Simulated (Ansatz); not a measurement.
Trial structure of In, not yet relaxed:

```xyz
6
Lattice="4.3394 0.0000 0.0000 -2.1697 3.7581 0.0000 0.0000 0.0000 11.0455" Properties=species:S:1:pos:R:3 pbc="T T T"
In    0.0000    0.0000    5.5228
In    0.0000    0.0000    0.0000
In    2.1697    1.2527    4.1950
In    0.0000    2.5054    6.8505
In    0.0000    2.5054    9.7178
In    2.1697    1.2527    1.3277
```

Level of theory: DFT PBE, scalar-relativistic, plane waves, PAW (Ansatz). Cutoff 420 eV; k points 6×6×2 on the computed 6-atom cell (Γ-centred); Gaussian smearing, width 0.10 eV; no spin polarisation.

Energies count from the standard state of In at the same level.

Q: What does a single point on this coarse mesh give?

A: The pressure is 5.7 GPa (the mean over three directions, positive in compression), the largest force is 0.52 eV/Å, and the energy is +0.27 eV/atom against the standard state. The shortest distance is 2.84 Å.

Q: Is it a good guess?

A: A rough one: relaxing gains about 0.22 eV/atom (the start's value is from the coarse mesh, so the gain is rough) in 31 ionic steps and ends at +0.05 eV/atom on the finer mesh. The symmetry goes from P6_3/mmc (No. 194) to P6/mmm (No. 191), and the primitive cell from 6 to 1 atom. The end has the simple hexagonal type. The volume per atom shrinks by 5.1 %, from 30.0 to 28.5 Å³. The shortest distance goes from 2.84 Å (In–In) to 3.11 Å (In–In). Conventional cell: a = 3.253 Å, c = 3.111 Å. In has 8 In at 3.11–3.25 Å.

The last run used a 12×12×6 mesh (in the run's order of axes) for its 6-atom cell and Gaussian smearing of 0.10 eV. The relaxation can't lower the symmetry of the start, and the grade says only how near the guess is to its own end. A structure relaxed within its symmetry needn't be a true minimum.
